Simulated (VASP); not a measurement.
# SiC (Moissanite) (P6_3mc) in VASP: further runs

The runs below take SiC (Moissanite) through dielectric tensor, with PBE.

Program: VASP 6.6.1. These are calculated values, not measurements. Logs are shortened: lines on timing, memory, paths and dates and some standing lists are left out, and cuts for length are marked.

## (1) Starting point

It takes space group P6_3mc (No. 186, hexagonal). Conventional cell: a = 3.076 Å, b = 3.076 Å, c = 5.048 Å, α = 90.00°, β = 90.00°, γ = 120.00°. Si (site symmetry 3m) is surrounded by 4 C at 1.87 to 1.94 Å. C (site symmetry 3m) is surrounded by 4 Si at 1.87 to 1.94 Å.

## (2) Dielectric tensor, PBE

INCAR reads:

```
SYSTEM = SiC
ALGO     = Normal         ! electronic algorithm
EDIFF    = 1E-8           ! SCF threshold, eV
ENCUT    = 460            ! plane-wave cutoff, eV
GGA      = PE             ! functional
ISIF     = 2              ! what is computed and relaxed
ISMEAR   = 0              ! smearing method
LASPH    = .TRUE.         ! aspherical terms in the spheres
LCHARG   = .FALSE.        ! write CHGCAR
LEPSILON = .TRUE.         ! dielectric tensor by DFPT
LREAL    = .FALSE.        ! projectors in reciprocal space
LWAVE    = .FALSE.        ! write WAVECAR
NELM     = 100            ! most SCF steps
PREC     = Accurate       ! precision mode
SIGMA    = 0.01           ! smearing width, eV
```

KPOINTS reads:

```
k-points
0
G
  6 6 4
  0 0 0
```

POSCAR reads:

```
SiC
1.0
    3.0760000000      0.0000000000      0.0000000000
   -1.5380000000      2.6638941420      0.0000000000
    0.0000000000      0.0000000000      5.0480000000
Si C
2 2
Direct
    0.6666666667      0.3333333333      0.5000000000
    0.3333333333      0.6666666667      0.0000000000
    0.6666666667      0.3333333333      0.8850000000
    0.3333333333      0.6666666667      0.3850000000
```

Potentials or basis: VASP PAW PBE potentials, release 64 (Si, C).

The run is started by

```bash
cat potpaw_PBE.64/Si/POTCAR potpaw_PBE.64/C/POTCAR > POTCAR
mpirun -np 1 vasp_std > vasp.out
```

OUTCAR:

```text
SYSTEM = SiC
   EDIFF = 1E-8
   ENCUT = 460
   GGA = PE
   ISIF = 2
   ISMEAR = 0
   LASPH = .TRUE.
   LEPSILON = .TRUE.
   LREAL = .FALSE.
   NELM = 100
   PREC = Accurate

 Found     21 irreducible k-points:

 Following reciprocal coordinates:
            Coordinates               Weight
  0.000000  0.000000  0.000000      1.000000
  0.166667  0.000000  0.000000      6.000000
  0.333333 -0.000000  0.000000      6.000000
  0.500000 -0.000000  0.000000      3.000000
  0.166667  0.166667  0.000000      6.000000
  0.333333  0.166667  0.000000     12.000000
   k-points           NKPTS =     21   k-points in BZ     NKDIM =     21   number of bands    NBANDS=     12
   number of dos      NEDOS =    301   number of ions     NIONS =      4
   total plane-waves  NPLWV =  20736
   dimension x,y,z NGX =    24 NGY =   24 NGZ =   36
   dimension x,y,z NGXF=    48 NGYF=   48 NGZF=   72
   ions per type =               2   2
   NGX,Y,Z   is equivalent  to a cutoff of  12.97, 12.97, 11.86 a.u.
   NGXF,Y,Z  is equivalent  to a cutoff of  25.94, 25.94, 23.71 a.u.
 SYSTEM =  SiC
   PREC   = accura    normal or accurate (medium, high low for compatibility)
   ISTART =      0    job   : 0-new  1-cont  2-samecut
   ICHARG =      2    charge: 1-file 2-atom 10-const
   ISPIN  =      1    spin polarized calculation?
   LNONCOLLINEAR =      F non collinear calculations
   LSORBIT =      F    spin-orbit coupling
   LASPH  =      T    aspherical Exc in radial PAW
   ENCUT  =  460.0 eV  33.81 Ry    5.81 a.u.   5.38  5.38  8.83*2*pi/ulx,y,z
   NELM   =    100;   NELMIN=  2; NELMDL= -5     # of ELM steps
   EDIFF  = 0.1E-07   stopping-criterion for ELM
   LREAL  =      F    real-space projection
   EDIFFG = 0.1E-06   stopping-criterion for IOM
   NSW    =      0    number of steps for IOM
   IBRION =     -1    ionic relax: 0-MD 1-quasi-New 2-CG
   NFREE  =      0    steps in history (QN), initial steepest desc. (CG)
   ISIF   =      2    stress and relaxation
   ISYM   =      2    0-nonsym 1-usesym 2-fastsym
   POTIM  = 0.5000    time-step for ionic-motion
   TEBEG  =    0.0;   TEEND  =   0.0 temperature during run
   PSTRESS=    0.0 pullay stress
   NELECT =      16.0000    total number of electrons
   NUPDOWN=      -1.0000    fix difference up-down
   EMIN   =  10.00;   EMAX   =-10.00  energy-range for DOS
   EFERMI =   0.00;   METHOD = LEGACY
   ISMEAR =     0;   SIGMA  =   0.01  broadening in eV -4-tet -1-fermi 0-gaus
   EFERMI_NEDOS =   21; number of points for ismear=-14 and -15
   IALGO  =     38    algorithm
   IMIX   =      4    mixing-type and parameters
     AMIX     =   0.40;   BMIX     =  1.00
     AMIX_MAG =   1.60;   BMIX_MAG =  1.00
  volume/ion in A,a.u.               =      10.34        69.78
  Fermi-wavevector in a.u.,A,eV,Ry     =   1.192817  2.254098 19.358549  1.422813
  Thomas-Fermi vector in A             =   2.328847
   LORBIT       =      0    0 simple, 1 ext, 2 COOP (PROOUT), +10 PAW based schemes
   GGA     = PE    functional components
   LHFCALC =     F    Hartree Fock is set to
   AEXX    =    0.0000 exact exchange contribution
   IVDW    =     0    specifies the selected vdW correction
   LEPSILON=     T    determine dielectric tensor
   LRPA    =     F    only Hartree local field effects (RPA)
 non-spin polarized calculation
 Gauss-broadening in eV      SIGMA  =   0.01
  energy-cutoff  :      460.00
  volume of cell :       41.36
 maximum number of plane-waves:       966
 NGX is ok and might be reduce to    24
   NGX = 11   NGY = 11   NGZ = 17

--------------------------------------- Ionic step        1  -------------------------------------------

 number of electron      16.0000000 magnetization

 E-fermi :   8.4675     XC(G=0): -11.3475

 val. band max:        8.4128840004   @ k =   0.0000   0.0000   0.0000
 cond. band min:      10.7329344105   @ k =   0.3333   0.3333   0.0000
 fundamental gap:      2.3200504102
 Fermi energy:         8.4675035961

 k-point     1 :       0.0000    0.0000    0.0000
  band No.  band energies     occupation
      1      -7.3132      2.00000
      2      -3.8104      2.00000
      3      -0.2817      2.00000
      4       6.8562      2.00000
      5       6.8562      2.00000
      6       8.1377      2.00000
      7       8.1377      2.00000
      8       8.4129      2.00000
      9      13.0360      0.00000
     10      14.4376      0.00000
     11      14.9155      0.00000
     12      14.9155      0.00000

 k-point     2 :       0.1667    0.0000    0.0000
  band No.  band energies     occupation
      1      -6.8336      2.00000
      2      -3.4040      2.00000
      3       0.1580      2.00000
      4       4.7003      2.00000
      5       6.1769      2.00000
      6       6.5763      2.00000
      7       7.8401      2.00000
      8       8.0435      2.00000
      9      13.1249      0.00000
     10      14.9436      0.00000
     11      15.3736      0.00000
     12      15.4941      0.00000

 k-point     3 :       0.3333   -0.0000    0.0000
  band No.  band energies     occupation
      1      -5.4616      2.00000
      2      -2.4242      2.00000
      3       0.9038      2.00000
      4       2.0527      2.00000
      5       3.7867      2.00000
      6       5.2380      2.00000
      7       6.6459      2.00000
      8       7.2124      2.00000
      9      11.6067      0.00000
     10      13.2439      0.00000
     11      15.4167      0.00000
     12      15.9326      0.00000

 k-point     4 :       0.5000   -0.0000    0.0000
  band No.  band energies     occupation
      1      -3.9805      2.00000
      2      -2.5217      2.00000
      3       0.4179      2.00000
      4       1.8631      2.00000
      5       2.9814      2.00000
      6       4.8699      2.00000
      7       5.1521      2.00000
      8       6.9269      2.00000
      9      11.0001      0.00000
     10      12.6076      0.00000
     11      15.1551      0.00000
     12      15.6147      0.00000

 k-point     5 :       0.1667    0.1667    0.0000
  band No.  band energies     occupation
      1      -5.9026      2.00000
      2      -2.6840      2.00000
      3       0.9108      2.00000
      4       2.9071      2.00000
      5       4.0607      2.00000
      6       5.3439      2.00000
      7       6.6819      2.00000
      8       7.2422      2.00000
      9      13.5098      0.00000
     10      14.0595      0.00000
     11      15.2192      0.00000
     12      15.3779      0.00000

 k-point     6 :       0.3333    0.1667    0.0000
  band No.  band energies     occupation
      1      -4.2456      2.00000
      2      -2.1525      2.00000
      3       0.7392      2.00000
      4       2.3851      2.00000
      5       2.9225      2.00000
      6       3.5372      2.00000
      7       5.6189      2.00000
      8       5.7093      2.00000
      9      11.8923      0.00000
     10      13.4869      0.00000
     11      15.8364      0.00000
     12      16.5735      0.00000

 [... further k-points ...]

  FORCE on cell =-STRESS in cart. coord.  units (eV):
  Direction    XX          YY          ZZ          XY          YZ          ZX
  --------------------------------------------------------------------------------------
  -------------------------------------------------------------------------------------
  Total        1.3391854      1.3391854      0.0553800      0.0000000      0.0000000      0.0000000
  in kB       51.8714820     51.8714820      2.1450669      0.0000000      0.0000000      0.0000000
  external PRESSURE =      35.2960103 kB  Pullay stress =       0.0000000 kB

 VOLUME and BASIS-vectors are now :
 -----------------------------------------------------------------------------
  energy-cutoff  :      460.00
  volume of cell :       41.36
      direct lattice vectors                 reciprocal lattice vectors
     3.076000000  0.000000000  0.000000000     0.325097529  0.187695146  0.000000000
    -1.538000000  2.663894142  0.000000000     0.000000000  0.375390292  0.000000000
     0.000000000  0.000000000  5.048000000     0.000000000  0.000000000  0.198098257

 POSITION                                       TOTAL-FORCE (eV/Angst)
 -----------------------------------------------------------------------------------
      1.53800      0.88796      2.52400        -0.000000      0.000000      0.745366
     -0.00000      1.77593      0.00000         0.000000      0.000000      0.745366
      1.53800      0.88796      4.46748        -0.000000      0.000000     -0.745366
     -0.00000      1.77593      1.94348         0.000000      0.000000     -0.745366
 -----------------------------------------------------------------------------------
    total drift:                                0.000000      0.000000     -0.000183

  FREE ENERGIE OF THE ION-ELECTRON SYSTEM (eV)
  ---------------------------------------------------
  free  energy   TOTEN  =       -30.0612571873 eV

  energy  without entropy=      -30.0612571873  energy(sigma->0) =      -30.06125719

 HEAD OF MICROSCOPIC STATIC DIELECTRIC TENSOR (INDEPENDENT PARTICLE, excluding Hartree and local field effects)
 ------------------------------------------------------
           7.511843     0.000000     0.000000
           0.000000     7.511843    -0.000000
           0.000000     0.000000     7.579232
 ------------------------------------------------------

 Free energy of the ion-electron system (eV)
  ---------------------------------------------------
  ---------------------------------------------------
  free energy    TOTEN  =        -0.77050405 eV

  energy without entropy =       -0.77050405

------------------------ aborting loop because EDIFF is reached ----------------------------------------

--------------------------------------- Ionic step        2  -------------------------------------------

------------------------ aborting loop because EDIFF is reached ----------------------------------------

--------------------------------------- Ionic step        3  -------------------------------------------

 Free energy of the ion-electron system (eV)
  ---------------------------------------------------
  ---------------------------------------------------
  free energy    TOTEN  =        -0.78245324 eV

  energy without entropy =       -0.78245324

------------------------ aborting loop because EDIFF is reached ----------------------------------------

 PIEZOELECTRIC TENSOR FIELD DIRECTION 3  (e Angst)
 -----------------------------------------------------------------------------
     1.27431  0.00000 -0.00000           (  0.05768  0.00000  0.00000)
     0.00000  1.27431  0.00000           (  0.00000  0.05768  0.00000)
     0.00000  0.00000 -1.99382           (  0.00000  0.00000 -0.12145)

 PIEZOELECTRIC TENSOR FIELD DIRECTION 3  (C/m^2)
 -----------------------------------------------------------------------------
     0.49359  0.00000 -0.00000
     0.00000  0.49359  0.00000
     0.00000  0.00000 -0.77228

 MACROSCOPIC STATIC DIELECTRIC TENSOR (including local field effects in DFT)
 ------------------------------------------------------
           7.266887     0.000000     0.000000
          -0.000000     7.266887     0.000000
           0.000000     0.000000     7.359322
 ------------------------------------------------------

 PIEZOELECTRIC TENSOR (including local field effects)  for field in x, y, z        (e  Angst)
          XX          YY          ZZ          XY          YZ          ZX
  --------------------------------------------------------------------------------
  x     0.00000     0.00000     0.00000     0.00000     0.00000     1.45542
  y    -0.00000    -0.00000     0.00000     0.00000     1.45542     0.00000
  z     1.27431     1.27431    -1.99382     0.00000     0.00000     0.00000

 PIEZOELECTRIC TENSOR (including local field effects)  for field in x, y, z        (C/m^2)
          XX          YY          ZZ          XY          YZ          ZX
  --------------------------------------------------------------------------------
  x     0.00000     0.00000     0.00000     0.00000     0.00000     0.56374
  y    -0.00000    -0.00000     0.00000     0.00000     0.56374     0.00000
  z     0.49359     0.49359    -0.77228     0.00000     0.00000     0.00000

 BORN EFFECTIVE CHARGES (including local field effects) (in |e|, cummulative output)
 ---------------------------------------------------------------------------------
 ion    1
    1     2.69142     0.00000     0.00000
    2     0.00000     2.69142     0.00000
    3     0.00000     0.00000     2.90435
 ion    2
    1     2.69142     0.00000     0.00000
    2     0.00000     2.69142     0.00000
    3    -0.00000     0.00000     2.90435
 ion    3
    1    -2.69142     0.00000     0.00000
    2     0.00000    -2.69142     0.00000
    3     0.00000     0.00000    -2.90435
 ion    4
    1    -2.69142     0.00000     0.00000
    2     0.00000    -2.69142     0.00000
    3     0.00000    -0.00000    -2.90435
```

It took 64 s on 1 thread of Intel Xeon Platinum 8559C (Emerald Rapids), shared host; peak memory 0.18 GiB.

These settings aren't checked as converged: the numbers below hold their error.

Results:

| Property | Result |
| --- | --- |
| Band gap on the k mesh | 2.32 eV, indirect (least direct gap 4.07 eV) |
| Electronic dielectric tensor (diagonal) | 7.27, 7.27, 7.36 |
| Born charges (mean of the diagonal) | Si +2.76; C -2.76 e |

Caveat: the cutoff is under 1.25 times the usual one of these potentials, so pressure, stress and relaxed cells hold a basis-set (Pulay) error.

[end of part 1 of 3]
